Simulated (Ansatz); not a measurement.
Formation energy of BeTe

```yaml
crystal:
  lattice:
    - [0.00000, 2.83180, 2.83180]
    - [2.83180, 0.00000, 2.83180]
    - [2.83180, 2.83180, 0.00000]
  atoms:
    - { symbol: Be, position: [0.00000, 0.00000, 0.00000] }
    - { symbol: Te, position: [0.25000, 0.25000, 0.25000] }
```

The cell comes from a relaxation on PAW files under the same functional, begun from a database entry that needn't be the ground state.

Level of theory: DFT with PBE, scalar-relativistic, in Ansatz 0.2.0; a Γ-centred 13×13×13 k mesh, Fermi–Dirac smearing of 0.05 eV, no spin polarisation. LAPW: all electrons, basis error target 0.5 meV/atom; PAW: frozen-core files, cutoff 420 eV; norm-conserving: pseudopotentials, cutoff 1800 eV.

The elements are taken as Be hcp, Te trigonal Te, each relaxed on PAW files under the same functional and computed by the same method as the compound; zero-point and thermal terms are left out. PBE lacks dispersion, which leaves layered or molecular solids underbound, be they references or the compound itself.

Spin–orbit coupling is left out, which matters for the heavy atoms. The norm-conserving files are those that the library serves for this functional.

(1) What is the formation energy by LAPW, and how far do the other methods lie from it?

(2) Give the LAPW value for one formula unit in kJ/mol.

Results:

(1) -0.362 eV/atom; PAW -0.6 meV/atom; norm-conserving -0.5 meV/atom. The compound is bound against these elements; other compounds of the system weren't compared.

(2) -0.362 eV/atom × 2 atoms × 96.485 kJ/(mol·eV) = -69.9 kJ/mol, at zero temperature and without zero-point motion.
